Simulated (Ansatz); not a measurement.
**C (Fd-3m): G0W0 and the treatment of frequencies and band sums**

```xyz
2
Lattice="0.0000 1.7835 1.7835 1.7835 0.0000 1.7835 1.7835 1.7835 0.0000" Properties=species:S:1:pos:R:3 pbc="T T T"
C     0.0000    0.0000    0.0000
C     0.8918    0.8918    0.8918
```

Held fixed (Ansatz):

```
orbitals        : PBE
datasets        : hard PAW set made for 700 eV
k mesh          : 4×4×4
response cutoff : 200 eV
wave cutoff     : 700 eV
```

The gap is read from Γ to k = (0, 0.25, 0.25), linearised, between the Kohn-Sham band edges among the points solved. The direct gap is read between the top filled and lowest empty Kohn-Sham band at Γ. ε∞ is the electronic dielectric constant on this mesh. Runs with cut sums weigh the q → 0 term analytically. The completed-sum build treats it its own way, which on a coarse mesh shifts the gap as well.

(1) Taking contour deformation, sums cut at 73 empty bands as the reference, which of the others (plasmon pole fitted at 31.18i eV, sums cut at 73 empty bands; contour deformation, 30 empty bands and completed sums (trial build, its own q → 0 term)) gives the gap farthest from it?

Answers

(1) Farthest from contour deformation, sums cut at 73 empty bands in the G0W0 gap: contour deformation, 30 empty bands and completed sums (trial build, its own q → 0 term) (+0.18 eV). The nearest differs by 0.029 eV.

```csv
treatment,KS gap (eV),G0W0 gap (eV),direct at Γ (eV),ε∞
"contour deformation, sums cut at 73 empty bands",4.44,5.85,7.29,7.0
"plasmon pole fitted at 31.18i eV, sums cut at 73 empty bands",4.44,5.82,7.27,7.0
"contour deformation, 30 empty bands and completed sums (trial build, its own q → 0 term)",4.44,6.03,7.42,7.0
```

The cell is a model at fixed atoms and needn't be the relaxed known crystal. Points k are given in fractions of the reciprocal vectors. The mesh is coarse, so these are values at the stated settings, not converged ones. Band sums or response are cut, so the gap isn't at its basis limit. The gap is read on the mesh, and the crystal's band edges can lie off it. Meshes this coarse can overestimate the dielectric constant by a tenth and more.
